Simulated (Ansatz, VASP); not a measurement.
One calculation of SnSe, two programs

```
Sn Se
1.0
     0.00000    2.99134    2.99134
     2.99134    0.00000    2.99134
     2.99134    2.99134    0.00000
Sn Se
1 1
Direct
  0.00000 0.00000 0.00000
  0.50000 0.50000 0.50000
```

Alike in both runs: task single point; functional PBE; k mesh 10 × 10 × 10; occupations gaussian, width 0.05 eV; no spin polarisation.

|  | VASP | Ansatz |
| --- | --- | --- |
| version | VASP 6.6.1 | Ansatz 0.2.0 |
| potentials or method | VASP PAW PBE potentials, release 64 (Sn_d, Se) | scalar-relativistic, plane waves, PAW |
| plane-wave cutoff (eV) | 520 | 420 |
| valence electrons in the cell | 20 | 30 |

|  | VASP | Ansatz | Ansatz less VASP |
| --- | --- | --- | --- |
| gap on the k mesh at the Fermi level (eV) | 0.52 | 0.52 | 0.000 |
| least direct gap on the mesh (eV) | 0.64 | 0.64 | 0.000 |
| pressure (GPa) | 2.0 | 2.1 | +0.02 |

The two sets of potentials don't hold the same shells in valence.

Caveats: spin-orbit coupling is left out, which moves the levels of the heavy elements. A k mesh can miss the band edges.
